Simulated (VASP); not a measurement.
# GaN, energy difference of two geometries: which settings are enough?

GaN, F-43m (no. 216), 2 atoms in the cell. TPSS, energy difference of two geometries; PAW potentials Ga_d, N (PBE set). VASP 6.6.1.

Wanted: energy difference within 0.125 meV/atom.

What the run is for: energy difference; Accuracy asked: tight; Second geometry: volume scaled by 1.06.

The series start from Plane-wave cutoff (eV): 520; k-point mesh: 9 × 9 × 9; Precision mode (PREC): Accurate; Electronic threshold (eV): 1e-6; Aspherical gradient terms in the spheres (LASPH): yes; Electronic algorithm: ALGO=Normal. Each series keeps the choices made before it, and each single choice may use up half of a tolerance. Times cover all steps of a run.

## Plane-wave cutoff (eV)

| Plane-wave cutoff (eV) | Energy difference (meV/atom) | Time (s) |
|---|---|---|
| 320 | 11.53 | 110 |
| 400 | 9.05 | 120 |
| 460 | 9.90 | 154 |
| 520 | 9.88 | 198 |
| 600 | 10.06 | 201 |
| 700 | 9.93 | 205 |
| 840 (reference) | 9.58 | 366 |

Chosen: 840; the next looser run is off by more than half of the tolerance, so convergence isn't shown beyond this value.

## k-point mesh

| k-point mesh | Energy difference (meV/atom) | Time (s) |
|---|---|---|
| 3 × 3 × 3 | 8.23 | 69 |
| 4 × 4 × 4 | 9.89 | 95 |
| 5 × 5 × 5 | 9.90 | 140 |
| 6 × 6 × 6 | 9.74 | 158 |
| 7 × 7 × 7 | 9.66 | 209 |
| 9 × 9 × 9 | 9.58 | 366 |
| 11 × 11 × 11 | 9.53 | 418 |
| 13 × 13 × 13 | 9.53 | 538 |
| 17 × 17 × 17 (reference) | 9.53 | 1068 |

Chosen: 9 × 9 × 9, the loosest value from which every tighter one stays within half of the tolerance.

## Precision mode (PREC)

| Precision mode (PREC) | Energy difference (meV/atom) | Time (s) |
|---|---|---|
| SingleN | 12.43 | 158 |
| Normal | 9.68 | 536 |
| Single | 10.03 | 283 |
| Accurate (reference) | 9.58 | 366 |

Chosen: Accurate; the one before it in the list is off by more than half of the tolerance.

## Electronic threshold (eV)

| Electronic threshold (eV) | Energy difference (meV/atom) | Time (s) |
|---|---|---|
| 0.001 | 10.73 | 207 |
| 0.0001 | 9.59 | 239 |
| 1e-5 | 9.59 | 287 |
| 1e-6 | 9.58 | 366 |
| 1e-7 (reference) | 9.57 | 444 |

Chosen: 0.0001.

## Aspherical gradient terms in the spheres (LASPH)

| Aspherical gradient terms in the spheres (LASPH) | Energy difference (meV/atom) | Time (s) |
|---|---|---|
| no | 10.58 | 200 |
| yes (reference) | 9.59 | 239 |

Chosen: yes; the one before it in the list is off by more than half of the tolerance.

## Electronic algorithm

| Electronic algorithm | Energy difference (meV/atom) | Time (s) |
|---|---|---|
| ALGO=Normal | 9.59 | 239 |
| ALGO=Fast | 9.56 | 431 |
| ALGO=VeryFast | -33.39 | 389 |
| ALGO=All ISEARCH=1 | 9.57 | 146 |
| ALGO=All ISEARCH=0 | 9.57 | 151 |
| ALGO=Damped TIME=0.4 | 9.57 | 133 |
| ALGO=Damped TIME=0.1 | 9.58 | 215 |

Chosen: ALGO=Damped TIME=0.4, the fastest of those that stay within half of the tolerance.

## All choices together

| Input | Energy difference (meV/atom) | Time (s) |
|---|---|---|
| the program's defaults (naive) | 6.54 | 12 |
| chosen settings | 9.57 | 133 |
| reference settings throughout | 9.52 | 808 |

The chosen settings stay within the tolerance of the reference run, but the reference itself isn't shown to be converged in: Plane-wave cutoff (eV).

## The input

INCAR:
```
ALGO = Damped
EDIFF = 1E-4
EFERMI = MIDGAP
ENCUT = 840
GGA_COMPAT = F
ISIF = 2
ISMEAR = 0
LASPH = T
LCHARG = F
LMIXTAU = T
LREAL = F
LWAVE = F
METAGGA = TPSS
NELM = 120
PREC = Accurate
SIGMA = 0.03
TIME = 0.4
```

KPOINTS:
```
Automatic mesh
0
Gamma
  9 9 9
  0 0 0
```

POSCAR.step1:
```
GaN
1.0
    0.0000000000      2.2535006075      2.2535006075
    2.2535006075      0.0000000000      2.2535006075
    2.2535006075      2.2535006075      0.0000000000
Ga N
1 1
Direct
    0.0000000000      0.0000000000      0.0000000000
    0.2500000000      0.2500000000      0.2500000000
```

POSCAR.step2:
```
GaN
1.0
    0.0000000000      2.2976981147      2.2976981147
    2.2976981147      0.0000000000      2.2976981147
    2.2976981147      2.2976981147      0.0000000000
Ga N
1 1
Direct
    0.0000000000      0.0000000000      0.0000000000
    0.2500000000      0.2500000000      0.2500000000
```

Commands (each step's output is kept before the next begins):
```
cat potpaw_PBE.64/Ga_d/POTCAR potpaw_PBE.64/N/POTCAR > POTCAR
cp POSCAR.step1 POSCAR
mpirun -np 1 vasp_std > vasp.out
cp POSCAR.step2 POSCAR
mpirun -np 1 vasp_std > vasp.out
```

The chosen input took VASP 6.6.1 133 s on 1 core (AMD EPYC 9R45 (Zen 5)), a shared host.

## An input that fails: cutoff far too low

It runs to its end, but against the unchanged starting input it is off by 107.83 meV/atom in the energy difference.

Changes against the starting input:
```
(all steps)
- NELM = 120
- ENCUT = 520
+ NELM = 84
+ ENCUT = 140
```
